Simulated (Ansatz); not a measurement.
# Ni: a surface, (111), 6 layers, part 2 of 2

What do the surfaces of Ni (111), 6 layers cost, and how tightly do they hold an electron? Methods of the runs shown: PAW. Its runs: bulk cell relaxed (PAW); bulk in the slab's orientation (PAW); the reference run (PAW); atoms relaxed (PAW); field of 0.3 V/Å along the normal (PAW).

Ansatz 0.2.0; DFT LDA; a cell built from a prototype (fcc type), not taken from measurement.

**6. Atoms relaxed, PAW**

The input, input.yaml:

```yaml
crystal:
  lattice:
    - [2.4218948118, 0.0, 0.0]
    - [-1.2109474059, 2.0974224323, 0.0]
    - [0.0, 0.0, 25.8873]
  atoms:
    - { symbol: Ni, position: [0.1666666665, 0.3333333335, 0.3090309887], spin: 1.0 }
    - { symbol: Ni, position: [0.5000000005, 0.9999999995, 0.3854185931], spin: 1.0 }
    - { symbol: Ni, position: [0.8333333335, 0.6666666665, 0.4618061975], spin: 1.0 }
    - { symbol: Ni, position: [0.1666666665, 0.3333333335, 0.5381938019], spin: 1.0 }
    - { symbol: Ni, position: [0.5000000005, 0.9999999995, 0.6145814069], spin: 1.0 }
    - { symbol: Ni, position: [0.8333333335, 0.6666666665, 0.6909690113], spin: 1.0 }
magnetization:
  spin_polarized: true
kpoints:
  mp_grid: { grid: [19, 19, 1] }
scf:
  occupations: { method: fermi_dirac, width: 0.1 }
hamiltonian:
  xc: lda
  pseudopotentials: { kind: paw }
output:
  forces: true
  stress: true
  eigenvalues: true
  write_density: true
  write_potential: true
  elf: true
  volumetric_format: npy
relax:
  f_tol: 0.01
  max_steps: 40
efield:
  axis: 3
  amplitude: 0
  dipole_correction: true
```

Run with:

```console
$ ansatz run input.yaml --threads 3 --pin off --max-ram 9216MiB --backend cpu --events-out ev --progress --plain --runs-dir out
```

The program printed, shortened:

```text
Warning: output.stress: scf.convergence.dr2_threshold = 1e-7 eV (the SCF's general default) is looser than the 6e-10 eV advised for a printed stress (1e-10 eV for each atom of the cell: 6). What an SCF threshold leaves in a stress goes as its square root, and in the free energy as the [...]
Pseudopotentials: kind: paw
Pseudopotential: Ni, paw, valence charge 18, recommended cutoff 420 eV (normal)
Functional definition: SPW92
[...]
Crystal: 6 atoms, lattice volume = 131.501 Å³
Basis set: ecut = 420 eV, 2493 PW (Γ)
[...]
spin=Collinear: LDOS preconditioning applied to the charge; magnetization (m = ρ↑ − ρ↓) channel mixes plain (no charge-response kernel on spin).
[...]
density mixer auto → msr1: a metal under ldos (density of states about μ 3.35 of a free-electron gas's, 20 screened modes)
[...]
relax step   1: F+E_penalty+E_count = -34638.83147129 eV  Δ(F+E_penalty+E_count) = +0.000e0 eV  max|allowed force component| = 1.649e-1 eV/Å  Δτ_max = 0.0000 Å  (19 SCF iters, dr2 threshold 2.50e-6 eV, accepted)
[...]
relax step   2: F+E_penalty+E_count = -34638.83402658 eV  Δ(F+E_penalty+E_count) = -2.555e-3 eV  max|allowed force component| = 1.042e-1 eV/Å  Δτ_max = 0.0102 Å  (9 SCF iters, dr2 threshold 1.70e-6 eV, accepted)
```

**7. The output, continued: atoms relaxed, PAW files**

Output, continued:

```text
SCF iter   1: F=—  HF=-34638.836527 eV  |F-HF|=—  |Δ(HF+E_count)|=         —  Δρ=1.30e-3 (↑8.43e-4 ↓1.30e-3)  dr2=7.13e-3  dr2_m=5.20e-4  M=3.602 μB ∫|m|=3.975 μB  β_m=1.00  ethr=5.63e-5  p=-0.000 e·Å  D=-5.25e-9 V/Å  ΔV_dip=0.00 eV  dr2_dipole=2.70e-14  V_vac-E_F(+/−)=5.50/5.50 eV  ⟨swp⟩=3.4  Hψ=11750  notcnv=0  defer=380
efield: sawtooth ramp at fractional position 0.9500 (handed on by an earlier solve), width 0.1000; the density the first Hamiltonian is built on has a dipole p = -0.000 e·Å; the dipole correction subtracts the counter field D = -5.25e-9 V/Å, which shifts the + side's vacuum level by +0.00 eV against the − side's; the planar-averaged density in the ramp window peaks in size at 3.5e-6 e/Å³
preconditioner: auto → LDOS  [metal: Δε(μ)=0.014 eV  Ē_g=8.733 eV  σ=0.100 eV  W_gap=0.04  n_scr=14 (ndim 8)  ℏωp=25.1 eV  f_vac=0.506  D(μ)=10.20/eV (n_scr^D=144)]
spin=Collinear: LDOS preconditioning applied to the charge; magnetization (m = ρ↑ − ρ↓) channel mixes plain (no charge-response kernel on spin).
SCF iter   2: F=—  HF=-34638.835562 eV  |F-HF|=—  |Δ(HF+E_count)|=   9.65e-4  Δρ=5.11e-4 (↑5.11e-4 ↓4.55e-4)  dr2=8.96e-4  dr2_m=1.37e-5  M=3.602 μB ∫|m|=3.975 μB  β_m=0.31  ethr=6.60e-6  p=-0.000 e·Å  D=-4.86e-8 V/Å  ΔV_dip=0.00 eV  dr2_dipole=4.05e-13  V_vac-E_F(+/−)=5.49/5.49 eV  ⟨swp⟩=2.1  Hψ=7988  notcnv=0  defer=380
density mixer auto → msr1: a metal under ldos (density of states about μ 3.71 of a free-electron gas's, 20 screened modes)
SCF iter   3: F=—  HF=-34638.835555 eV  |F-HF|=—  |Δ(HF+E_count)|=   7.17e-6  Δρ=3.65e-4 (↑3.65e-4 ↓2.69e-4)  dr2=2.61e-4  dr2_m=2.69e-5  M=3.602 μB ∫|m|=3.975 μB  β_m=0.39  ethr=8.30e-7  p=0.000 e·Å  D=4.91e-9 V/Å  ΔV_dip=-0.00 eV  dr2_dipole=1.12e-13  V_vac-E_F(+/−)=5.49/5.49 eV  ⟨swp⟩=2.1  Hψ=7429  notcnv=0  defer=380
SCF iter   4: F=—  HF=-34638.835602 eV  |F-HF|=—  |Δ(HF+E_count)|=   4.76e-5  Δρ=2.25e-4 (↑2.25e-4 ↓1.94e-4)  dr2=4.32e-5  dr2_m=3.18e-5  M=3.601 μB ∫|m|=3.974 μB  β_m=0.48  ethr=2.42e-7  p=-0.000 e·Å  D=-4.83e-9 V/Å  ΔV_dip=0.00 eV  dr2_dipole=4.82e-15  V_vac-E_F(+/−)=5.50/5.50 eV  ⟨swp⟩=1.6  Hψ=5966  notcnv=0  defer=380
SCF iter   5: F=—  HF=-34638.835645 eV  |F-HF|=—  |Δ(HF+E_count)|=   4.30e-5  Δρ=9.29e-5 (↑6.12e-5 ↓9.29e-5)  dr2=1.59e-5  dr2_m=5.18e-6  M=3.599 μB ∫|m|=3.972 μB  β_m=0.51  ethr=4.00e-8  p=0.000 e·Å  D=2.57e-8 V/Å  ΔV_dip=-0.00 eV  dr2_dipole=2.29e-13  V_vac-E_F(+/−)=5.50/5.50 eV  ⟨swp⟩=2.7  Hψ=10789  notcnv=0  defer=380
SCF iter   6: F=—  HF=-34638.835658 eV  |F-HF|=—  |Δ(HF+E_count)|=   1.26e-5  Δρ=7.20e-5 (↑7.20e-5 ↓5.41e-5)  dr2=9.95e-6  dr2_m=2.80e-6  M=3.598 μB ∫|m|=3.971 μB  β_m=0.54  ethr=1.48e-8  p=-0.000 e·Å  D=-9.17e-9 V/Å  ΔV_dip=0.00 eV  dr2_dipole=1.30e-13  V_vac-E_F(+/−)=5.51/5.51 eV  ⟨swp⟩=2.4  Hψ=8948  notcnv=0  defer=380
SCF iter   7: F=—  HF=-34638.835663 eV  |F-HF|=—  |Δ(HF+E_count)|=   5.35e-6  Δρ=3.68e-5 (↑3.67e-5 ↓3.68e-5)  dr2=1.70e-6  dr2_m=9.03e-7  M=3.598 μB ∫|m|=3.970 μB  β_m=0.56  ethr=9.21e-9  p=0.000 e·Å  D=2.91e-10 V/Å  ΔV_dip=-0.00 eV  dr2_dipole=1.28e-14  V_vac-E_F(+/−)=5.51/5.51 eV  ⟨swp⟩=2.1  Hψ=8835  notcnv=0  defer=380
SCF iter   8: F=—  HF=-34638.835665 eV  |F-HF|=—  |Δ(HF+E_count)|=   2.06e-6  Δρ=1.58e-5 (↑5.37e-6 ↓1.58e-5)  dr2=3.22e-7  dr2_m=1.13e-7  M=3.597 μB ∫|m|=3.970 μB  β_m=0.70  ethr=1.58e-9  p=0.000 e·Å  D=1.03e-8 V/Å  ΔV_dip=-0.00 eV  dr2_dipole=2.50e-13  V_vac-E_F(+/−)=5.51/5.51 eV  ⟨swp⟩=3.2  Hψ=11435  notcnv=0  defer=380
SCF iter   9: F=-34638.835666 eV  HF=-34638.835666 eV  |F-HF|=1.96e-7  |Δ(HF+E_count)|=   4.01e-7  Δρ=1.51e-5 (↑3.55e-6 ↓1.51e-5)  dr2=2.73e-7  dr2_m=5.55e-8  M=3.597 μB ∫|m|=3.970 μB  ethr=2.98e-10  p=-0.000 e·Å  D=-3.52e-8 V/Å  ΔV_dip=0.00 eV  dr2_dipole=1.76e-12  V_vac-E_F(+/−)=5.51/5.51 eV  ⟨swp⟩=16.9  Hψ=52208  notcnv=0
SCF 3 converged in 9 iterations: F = -34638.835666 eV  dr2 = 2.73e-7
relax step   3: F+E_penalty+E_count = -34638.83566554 eV  Δ(F+E_penalty+E_count) = -1.639e-3 eV  max|allowed force component| = 3.256e-3 eV/Å  Δτ_max = 0.0157 Å  (9 SCF iters, dr2 threshold 6.79e-7 eV, accepted)
iter 1 solved again at ethr=6.02e-11 eV; its pass at ethr=3.10e-3 eV (dr2=6.50e-8 eV) is discarded
SCF iter   1: F=—  HF=-34638.835666 eV  |F-HF|=—  |Δ(HF+E_count)|=         —  Δρ=5.67e-6 (↑4.97e-6 ↓5.67e-6)  dr2=6.50e-8  dr2_m=2.64e-8  M=3.597 μB ∫|m|=3.970 μB  β_m=1.00  ethr=6.02e-11  p=-0.000 e·Å  D=-3.52e-8 V/Å  ΔV_dip=0.00 eV  dr2_dipole=2.77e-12  V_vac-E_F(+/−)=5.51/5.51 eV  ⟨swp⟩=1.0  Hψ=13444  notcnv=0
efield: sawtooth ramp at fractional position 0.9500 (handed on by an earlier solve), width 0.1000; the density the first Hamiltonian is built on has a dipole p = -0.000 e·Å; the dipole correction subtracts the counter field D = -3.52e-8 V/Å, which shifts the + side's vacuum level by +0.00 eV against the − side's; the planar-averaged density in the ramp window peaks in size at 4.0e-6 e/Å³
preconditioner: auto → LDOS  [metal: Δε(μ)=0.014 eV  Ē_g=8.736 eV  σ=0.100 eV  W_gap=0.04  n_scr=14 (ndim 8)  ℏωp=25.1 eV  f_vac=0.506  D(μ)=10.19/eV (n_scr^D=144)]
spin=Collinear: LDOS preconditioning applied to the charge; magnetization (m = ρ↑ − ρ↓) channel mixes plain (no charge-response kernel on spin).
SCF iter   2: F=—  HF=-34638.835666 eV  |F-HF|=—  |Δ(HF+E_count)|=   1.99e-8  Δρ=1.86e-6 (↑1.86e-6 ↓1.79e-6)  dr2=1.26e-8  dr2_m=2.09e-9  M=3.597 μB ∫|m|=3.970 μB  β_m=0.38  ethr=6.02e-11  p=0.000 e·Å  D=2.74e-9 V/Å  ΔV_dip=-0.00 eV  dr2_dipole=6.09e-14  V_vac-E_F(+/−)=5.51/5.51 eV  ⟨swp⟩=2.1  Hψ=6459  notcnv=0
density mixer auto → msr1: a metal under ldos (density of states about μ 3.71 of a free-electron gas's, 20 screened modes)
SCF iter   3: F=—  HF=-34638.835666 eV  |F-HF|=—  |Δ(HF+E_count)|=   4.12e-8  Δρ=1.30e-6 (↑1.30e-6 ↓9.70e-7)  dr2=4.67e-9  dr2_m=7.65e-10  M=3.597 μB ∫|m|=3.970 μB  β_m=0.69  ethr=1.17e-11  p=-0.000 e·Å  D=-7.49e-9 V/Å  ΔV_dip=0.00 eV  dr2_dipole=2.19e-13  V_vac-E_F(+/−)=5.51/5.51 eV  ⟨swp⟩=2.2  Hψ=7389  notcnv=0
SCF iter   4: F=—  HF=-34638.835666 eV  |F-HF|=—  |Δ(HF+E_count)|=   5.95e-8  Δρ=5.91e-6 (↑2.05e-6 ↓5.91e-6)  dr2=1.18e-7  dr2_m=4.91e-9  M=3.597 μB ∫|m|=3.969 μB  β_m=0.56  ethr=4.32e-12  p=0.000 e·Å  D=9.16e-8 V/Å  ΔV_dip=-0.00 eV  dr2_dipole=2.14e-11  V_vac-E_F(+/−)=5.51/5.51 eV  ⟨swp⟩=3.0  Hψ=11489  notcnv=0
SCF iter   5: F=-34638.835666 eV  HF=-34638.835666 eV  |F-HF|=2.26e-8  |Δ(HF+E_count)|=   2.24e-9  Δρ=2.10e-6 (↑5.57e-7 ↓2.10e-6)  dr2=2.30e-8  dr2_m=8.11e-10  M=3.597 μB ∫|m|=3.969 μB  ethr=4.32e-12  p=-0.000 e·Å  D=-1.85e-8 V/Å  ΔV_dip=0.00 eV  dr2_dipole=8.88e-12  V_vac-E_F(+/−)=5.51/5.51 eV  ⟨swp⟩=8.6  Hψ=39434  notcnv=0
SCF 4 converged in 5 iterations: F = -34638.835666 eV  dr2 = 2.30e-8
relax step   4: F+E_penalty+E_count = -34638.83566568 eV  Δ(F+E_penalty+E_count) = -1.385e-7 eV  max|allowed force component| = 3.094e-3 eV/Å  Δτ_max = 0.0000 Å  (5 SCF iters, accepted)
WARN: The output density's exchange-correlation potential varies sharply where the density is thin. Do not read a vacuum level from v_tot or v_xc, or from such a field of the output density. On a cell that repeats whose density bears no net charge and no dipole along the vacuum's axis use v_es (v_loc + v_h of the components); under efield.dipole_correction with no amplitude use v_es + v_field, which holds any external_charges[].barrier, or the levels of the report's work_function block, which leave it out; under a non-zero efield.amplitude the vacuum is tilted and has no level; on a cell that repeats and bears such a dipole with no correction it is tilted too, and efield.dipole_correction with no amplitude gives each side of its ramp a level where efield: is served; in a cell that repeats whose density bears a net charge (total_charge, or a fill off its count) it is curved and has none; of a slab under crystal.periodic whose density bears no net charge use v_es, which has a level on each side, short of where the two are joined; of another it falls or rises all the way out and has none; of a slab beside external_charges read slab_vacuum_level instead, which it has where they leave it neutral. The grid or the basis barely resolves most such structure, and the values can differ between equally converged runs; as a rule a tighter scf.convergence.dr2_threshold does not remove it. Where the density itself ripples (under the LDA too) a higher basis.ecutwfc lessens it. The files hold the spikes' plane waves up to the density's cutoff. Files: v_tot_of_output_density and the like, and their columns of v_z.tsv (output.write_potential); v_xc_of_output_density and the like, and their columns of v_comp_z.tsv (output.write_potential_components). Measured: with its Gaussian average of σ = 0.25 Å subtracted twice, the exchange-correlation potential is over 0.1 eV at 50 of the grid points where the equally averaged density (valence and model cores) is under 1e-3 e/Å³, and 0.113 eV at the most among them, at an averaged density of 7.8e-6 e/Å³. The input density's (outcome.potential() and, of a run that writes arrays, v_tot and v_xc) is over 0.1 eV, so measured, at 50 points of its own thin density, 0.113 eV at the most. See output.write_potential in the manual, Limitations
SCF converged after 5 iterations
Magnetization: 3.5969 μB (55.7984 up, 52.2016 down)
Absolute magnetization: 3.9735 μB (∫|ρ↑−ρ↓|, with the PAW one-centre terms)
Spin contamination: 0.0307 ħ² per cell (⟨S²⟩ above its minimum at these occupations)
Per-site moments (μB) at R_I (Å): [(0.6416510515034064, 0.9904982354104177), (0.643136020309044, 0.9904982354104177), (0.5953625094608229, 0.9987355167320108), (0.5953623805157507, 0.9987355703918888), (0.6431356729931945, 0.9904982478581398), (0.6416505855320378, 0.9904982478581398)]
Free energy (F): -34638.835666 eV
Harris-Foulkes:  -34638.835666 eV  (|F-HF|=2.26e-8)
Internal energy: -34638.503232 eV  (E = F + TS)
E sigma→0 (E₀):  -34638.669449 eV
Entropy (-TS):   -0.332434 eV (-55.406 meV/atom)
Fermi energy:    6.046262 eV
Dipole field:    D = -0.000005 V/Å  (p = -0.000004 e·Å, saw-weighted, corrected)
Work function:   Φ+ = 5.5129 eV   Φ− = 5.5128 eV
Levels:          The Fermi level and band energies are counted from a zero that moves with the ramp; work functions are not
--- Per-component energies (eV) ---
  E_band       = -2996.284420
  E_kinetic    = 1703.995744
  E_local      = -289228.667083  (includes V_loc(G=0)·N_el)
  E_nonlocal   = 3831.763610
  E_hartree    = 142252.767577
  E_xc         = -509.174547
  E_vxc        = -659.178233  (∫ρ·V_xc dr)
  E_paw        = -9376.987273  (= ΣΔE_a)
  E_vpaw       = -3149.770779  (= ΣTr[D̂ρ^β])
  E_aug_tail   = 0.003211  (compensation charges beyond the density's cutoff)
  E_efield     = 0.000000  (sawtooth field / dipole correction)
  E_vefield    = 0.000000  (∫n·V_field dr)
  E_ewald      = 116685.190806
  E_core_change = 2.604723  (= ΣΔE_core)
  E_smearing   = -0.332434  (= −TS)
  E_closure    = -0.000000  (closes the sum)
  Σ components = -34638.835666   (vs F -34638.835666, Δ=0.00e0)
--- Forces (eV/Å), atoms counted from 1 ---
  atom   1  Ni     0.00000000     0.00000000    -0.00295899
  atom   2  Ni     0.00000000     0.00000000     0.00309294
  atom   3  Ni    -0.00000000    -0.00000000     0.00186906
  atom   4  Ni     0.00000000     0.00000000    -0.00186816
  atom   5  Ni     0.00000000    -0.00000000    -0.00309372
  atom   6  Ni     0.00000000     0.00000000     0.00295975
  max |Σ_I F_I| component: 8.82e-7 eV/Å
--- Stress (GPa, compression-positive) ---
       -2.345334       0.000000       0.000000
       -0.000000      -2.345334      -0.000000
        0.000000      -0.000000       0.008819
  P = ⅓ Tr σ = -1.5606 GPa (-15.606 kbar)
--- Band table (eV; the first three rows and the last of 80) ---
  k-point 0 ↑: bands = ["-96.8777", "-96.8762", "-96.8345", "-96.8110", "-96.5877", "-96.5877", "-57.7931", "-57.7471", "-57.6452", "-57.5554", "-57.5554", "-57.5543", "-57.5543", "-57.5412", "-57.5153", "-57.5153", "-57.4950", "-57.4950", "-57.3427", "-57.3427", "-57.3427", "-57.3427", "-57.2483", "-57.2481", "-3.3957", "-2.6825", "-1.5691", "-0.3334", "0.5017", "0.7213", "3.2039", "3.2436", "3.4634", "3.4728", "3.4728", "3.4972", "3.4972", "3.5768", "3.5831", "3.5831", "3.6245", "3.6245", "3.8088", "3.8088", "3.8371", "3.8371", "4.1581", "4.7353", "4.7353", "4.7358", "4.7358", "4.8796", "4.8796", "5.1704", "5.1704", "5.4271", "5.4271", "5.5356", "5.5356", "5.6479", "6.0842", "11.2257", "11.2954", "12.2951", "13.0282", "14.3482", "14.7503", "17.0629", "17.1792"]
  k-point 1 ↑: bands = ["-96.8767", "-96.8752", "-96.8336", "-96.8103", "-96.5868", "-96.5868", "-57.7909", "-57.7459", "-57.6458", "-57.5633", "-57.5601", "-57.5571", "-57.5559", "-57.5416", "-57.5197", "-57.5169", "-57.5008", "-57.4962", "-57.3487", "-57.3487", "-57.3442", "-57.3442", "-57.2476", "-57.2475", "-3.2940", "-2.5838", "-1.4751", "-0.2448", "0.5831", "0.7938", "3.1434", "3.1819", "3.4133", "3.4244", "3.4635", "3.5178", "3.5286", "3.5485", "3.6129", "3.6257", "3.6380", "3.6631", "3.7751", "3.8342", "3.8488", "3.8792", "4.0293", "4.6489", "4.6531", "4.7611", "4.7695", "4.8917", "4.9271", "5.0513", "5.1413", "5.1728", "5.4081", "5.4286", "5.5387", "6.1233", "6.5890", "11.3203", "11.3797", "12.3874", "13.0927", "14.4259", "14.8318", "17.1514", "17.2570"]
  k-point 2 ↑: bands = ["-96.8737", "-96.8724", "-96.8308", "-96.8083", "-96.5843", "-96.5843", "-57.7844", "-57.7428", "-57.6485", "-57.5835", "-57.5763", "-57.5620", "-57.5606", "-57.5490", "-57.5290", "-57.5215", "-57.5173", "-57.4998", "-57.3662", "-57.3662", "-57.3485", "-57.3485", "-57.2459", "-57.2457", "-2.9931", "-2.2927", "-1.2000", "0.0111", "0.8163", "1.0011", "2.9692", "3.0520", "3.2508", "3.2833", "3.3851", "3.4652", "3.6094", "3.6121", "3.6445", "3.6511", "3.7159", "3.7487", "3.7745", "3.8085", "3.8577", "3.9629", "4.0015", "4.5187", "4.5589", "4.6298", "4.7296", "4.7539", "4.8245", "4.9162", "5.1584", "5.1779", "5.4323", "5.5471", "5.7890", "6.7676", "7.4005", "11.6042", "11.6291", "12.6641", "13.2869", "14.6657", "15.0761", "17.4160", "17.4920"]
  k-point 39 ↓: bands = ["-96.0644", "-96.0627", "-96.0533", "-96.0533", "-95.7805", "-95.7805", "-57.0210", "-57.0189", "-57.0028", "-56.9902", "-56.9818", "-56.9681", "-56.9531", "-56.9421", "-56.8994", "-56.8891", "-56.8718", "-56.8641", "-56.7535", "-56.7534", "-56.7295", "-56.7294", "-56.4983", "-56.4983", "2.4417", "2.4425", "2.4855", "2.5383", "2.5565", "2.6482", "2.6544", "2.7452", "2.7661", "3.0055", "3.0923", "3.5674", "3.5945", "3.7200", "3.7786", "4.2578", "4.2682", "4.3370", "4.3397", "5.0409", "5.0800", "5.1796", "5.3538", "5.3876", "5.8810", "5.9691", "6.0581", "6.0977", "6.1010", "6.1815", "10.5663", "10.9426", "11.5021", "11.9671", "12.1537", "12.6912", "12.7342", "13.5987", "13.6884", "14.0731", "14.6513", "14.9046", "16.1230", "16.3440", "17.9362"]
--- Relaxed structure (4 steps of the walk, 4 accepted, 0 SCFs on fresh bases) ---
  F+E_penalty+E_count = -34638.83566568 eV   max|allowed force component| = 3.094e-3 eV/Å
  atoms:
    - { symbol: Ni, position: [0.16666666666666666, 0.3333333333333333, 0.3100318835311858] }
    - { symbol: Ni, position: [0.5, 1.0, 0.38543865706390074] }
    - { symbol: Ni, position: [0.8333333333333335, 0.6666666666666666, 0.46179229936267546] }
    - { symbol: Ni, position: [0.16666666666666666, 0.3333333333333333, 0.5382076958558345] }
    - { symbol: Ni, position: [0.5, 1.0, 0.6145613443099059] }
    - { symbol: Ni, position: [0.8333333333333335, 0.6666666666666666, 0.6899681192764976] }
```

Wall time 4.7 min (3 threads of Arm Neoverse V1, shared host); peak memory 0.8 GiB.

The steps of the relaxation:

| step | energy from step 1 (eV/cell) | largest force component (eV/Å) |
| --- | --- | --- |
| 1 | 0.0000 | 0.1649 |
| 2 | -0.0026 | 0.1042 |
| 3 | -0.0042 | 0.0033 |
| 4 | -0.0042 | 0.0031 |

Step 1 is the start. Step 4 solves the same geometry again.

The largest move, 0.03 Å, is shared by several atoms, Ni1 among them.

Read from it: no gap; largest force 0.003 eV/Å; spin moments Ni1 0.64, Ni2 0.64, Ni3 0.60 μB; work function 5.51 eV.

**8. Field of 0.3 V/Å along the normal, PAW**

The input, input.yaml:

```yaml
crystal:
  lattice:
    - [2.4218948118, 0.0, 0.0]
    - [-1.2109474059, 2.0974224323, 0.0]
    - [0.0, 0.0, 25.8873]
  atoms:
    - { symbol: Ni, position: [0.1666666667, 0.3333333333, 0.3100318835], spin: 1.0 }
    - { symbol: Ni, position: [0.5, 1.0, 0.3854386571], spin: 1.0 }
    - { symbol: Ni, position: [0.8333333333, 0.6666666667, 0.4617922994], spin: 1.0 }
    - { symbol: Ni, position: [0.1666666667, 0.3333333333, 0.5382076959], spin: 1.0 }
    - { symbol: Ni, position: [0.5, 1.0, 0.6145613443], spin: 1.0 }
    - { symbol: Ni, position: [0.8333333333, 0.6666666667, 0.6899681193], spin: 1.0 }
magnetization:
  spin_polarized: true
kpoints:
  mp_grid: { grid: [19, 19, 1] }
scf:
  occupations: { method: fermi_dirac, width: 0.1 }
hamiltonian:
  xc: lda
  pseudopotentials: { kind: paw }
output:
  forces: true
  stress: true
  eigenvalues: true
efield:
  axis: 3
  amplitude: 0.3
  dipole_correction: true
```

Run with:

```console
$ ansatz run input.yaml --threads 3 --pin off --max-ram 9216MiB --backend cpu --events-out ev --progress --plain --runs-dir out
```

The program printed, shortened:

```text
[...]
[... 3 set-up lines as earlier in the session ...]
[...]
Crystal: 6 atoms, lattice volume = 131.501 Å³
Basis set: ecut = 420 eV, 2493 PW (Γ)
Bands: 69, of which v1, the nominal top of the filled ones, is band 54 counted from 1 (53 counted from 0)
[... 1 set-up line as earlier in the session ...]
k-points: 40 of 361 (time reversal used)
[...]
  atom   3  Ni    -0.00000000    -0.00000000     0.00283205
  atom   4  Ni    -0.00000000     0.00000000    -0.00092957
  atom   5  Ni     0.00000000    -0.00000000    -0.00141171
  atom   6  Ni     0.00000000     0.00000000     0.00157899
[...]
--- Stress (GPa, compression-positive) ---
       -2.324764       0.000000       0.000000
        0.000000      -2.324764       0.000000
       -0.000000      -0.000000       0.023450
  P = ⅓ Tr σ = -1.5420 GPa (-15.420 kbar)
--- Band table (eV; the first three rows and the last of 80) ---
[...]
```

Run time: 4 min. Hardware: 3 threads of Arm Neoverse V1, shared host; peak memory 1.6 GiB.

Result: no gap; largest force 0.007 eV/Å; spin moments Ni1 0.64, Ni2 0.64, Ni3 0.60 μB.

**9. All runs together**

| run | surface energy (J/m²) | work function (eV; upper / lower face where they differ) | gap (eV) | largest force (eV/Å) | time |
| --- | --- | --- | --- | --- | --- |
| Slab as cut, PAW | 2.520 | 5.52 | none | 0.165 | 4.3 min |
| Atoms relaxed, PAW | 2.513 | 5.51 | none | 0.003 | 4.7 min |
| Field of 0.3 V/Å along the normal, PAW | – | – | none | 0.007 | 4 min |

Surface energy: (F of the slab less that of as many bulk atoms) over twice the area, the bulk computed in the slab's orientation.

**10. Results**

The summary covers parts 1 to 2.

```
                     quantity          value
surface energy (PAW, relaxed)      2.51 J/m²
 work function (PAW, relaxed)        5.51 eV
    outer layer spacing (PAW)  1.98 → 1.95 Å
```

By PAW the surface costs 2.52 J/m² as cut and 2.51 J/m² relaxed. The outermost spacing changes by -1.3 % (PAW). The field of 0.3 V/Å along the normal induces a dipole of 0.109 e·Å per cell (PAW). Thickness wasn't converged, and no reconstruction was sought. The magnetic state is the one reached from the start moments in this cell; it needn't be the ground state.
